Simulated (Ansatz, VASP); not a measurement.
**Two plane-wave programs on AlN**

```
Al N
1.0
     3.39953    0.00000    0.00000
    -1.69977    2.94408    0.00000
     0.00000    0.00000    4.29635
Al N
2 2
Direct
  0.33333 0.66667 0.75000
  0.66667 0.33333 0.25000
  0.33333 0.66667 0.25000
  0.66667 0.33333 0.75000
```

Alike in both runs: task single point; functional PBE; k mesh 9 × 9 × 6; occupations gaussian, width 0.05 eV; no spin polarisation.

|  | VASP | Ansatz |
| --- | --- | --- |
| version | VASP 6.6.1 | Ansatz 0.2.0 |
| potentials or method | VASP PAW PBE potentials, release 64 (Al, N) | scalar-relativistic, plane waves, PAW |
| plane-wave cutoff (eV) | 520 | 520 |
| valence electrons in the cell | 16 | 16 |

Ansatz gave:

| Item | Value |
| --- | --- |
| gap on the k mesh at the Fermi level (eV) | 2.68 |
| least direct gap on the mesh (eV) | 2.68 |
| pressure (GPa) | -13.7 |
| largest component of the traceless stress (GPa) | 1.83 |

Task: Which values does VASP return?

Result: gap on the k mesh at the Fermi level (eV): 2.68; least direct gap on the mesh (eV): 2.68; pressure (GPa): -13.8; largest component of the traceless stress (GPa): 1.91.
